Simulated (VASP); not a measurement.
Wanted: the native input for a VASP 6.6.1 run.

```yaml
Task: band structure
Functional: HSE03
Potentials_or_basis: VASP PAW PBE potentials, release 64 (Ca_sv, O)
Cutoff: 520 eV
k_mesh: 6 × 6 × 6
Occupations: gaussian, width 0.02 eV
Spin: no spin polarisation
Ladder: free
Grid_for_exact_exchange_PRECFOCK: Fast
Further_INCAR_settings: ALGO = Normal; EDIFF = 1e-06
```

Crystal: CaO.

```
CELL_PARAMETERS angstrom
0.00000 2.40356 2.40356
2.40356 0.00000 2.40356
2.40356 2.40356 0.00000
ATOMIC_POSITIONS crystal
Ca 0.00000 0.00000 0.00000
O 0.50000 0.50000 0.50000
```

The cell is a database's computed one.

The input as run:

POSCAR

```
CaO
1.0
    0.0000000000      2.4035556960      2.4035556960
    2.4035556960      0.0000000000      2.4035556960
    2.4035556960      2.4035556960      0.0000000000
Ca O
1 1
Direct
    0.0000000000      0.0000000000      0.0000000000
    0.5000000000      0.5000000000      0.5000000000
```

INCAR.step1

```
SYSTEM = CaO
ALGO = Normal ; EDIFF = 1E-5
ENCUT = 520 ; GGA = PE
ISIF = 2 ; ISMEAR = 0
KPAR = 4 ; LASPH = .True.
LCHARG = .False. ; LREAL = .False.
LWAVE = .True. ; NELM = 100
PREC = Accurate ; SIGMA = 0.02
```

INCAR.step2

```
SYSTEM = CaO
ALGO = Normal ; EDIFF = 1E-6
ENCUT = 520 ; GGA = PE
HFSCREEN = 0.3 ; ISIF = 2
ISMEAR = 0 ; ISTART = 1
KPAR = 4 ; LASPH = .True.
LCHARG = .False. ; LHFCALC = .True.
LREAL = .False. ; LWAVE = .False.
NELM = 100 ; PREC = Accurate
PRECFOCK = Fast ; SIGMA = 0.02
```

KPOINTS

```
k-points
0
Gamma
  6 6 6
  0 0 0
```

KPOINTS_OPT

```
path GXWKGLUWLK,UX
8
line-mode
reciprocal
 0.0000000000  0.0000000000  0.0000000000  G
 0.5000000000  0.0000000000  0.5000000000  X

 0.5000000000  0.0000000000  0.5000000000  X
 0.5000000000  0.2500000000  0.7500000000  W

 0.5000000000  0.2500000000  0.7500000000  W
 0.3750000000  0.3750000000  0.7500000000  K

 0.3750000000  0.3750000000  0.7500000000  K
 0.0000000000  0.0000000000  0.0000000000  G

 0.0000000000  0.0000000000  0.0000000000  G
 0.5000000000  0.5000000000  0.5000000000  L

 0.5000000000  0.5000000000  0.5000000000  L
 0.6250000000  0.2500000000  0.6250000000  U

 0.6250000000  0.2500000000  0.6250000000  U
 0.5000000000  0.2500000000  0.7500000000  W

 0.5000000000  0.2500000000  0.7500000000  W
 0.5000000000  0.5000000000  0.5000000000  L

 0.5000000000  0.5000000000  0.5000000000  L
 0.3750000000  0.3750000000  0.7500000000  K

 0.6250000000  0.2500000000  0.6250000000  U
 0.5000000000  0.0000000000  0.5000000000  X
```

Potentials or basis: VASP PAW PBE potentials, release 64 (Ca_sv, O).

Launch:

```console
$ cat potpaw_PBE.64/Ca_sv/POTCAR potpaw_PBE.64/O/POTCAR > POTCAR
$ cp INCAR.step1 INCAR
$ mpirun -np 4 vasp_std > vasp.out
$ cp INCAR.step2 INCAR
$ mpirun -np 4 vasp_std > vasp.out
```

It gave:

| Item | Value |
| --- | --- |
| Pressure | 0.1 GPa |
| Band gap on the k mesh | 5.04 eV, indirect (least direct gap 5.46 eV) |
| Band gap along the path | 5.04 eV, indirect (least direct gap 5.46 eV) |

Caveat: the PAW data sets were made with another functional, which shifts forces and pressure a little.

Run time: 5.2 min on 4 MPI ranks on Intel(R) Xeon(R) 6975P-C (Granite Rapids), on a shared host, peak memory 0.27 GiB a rank.
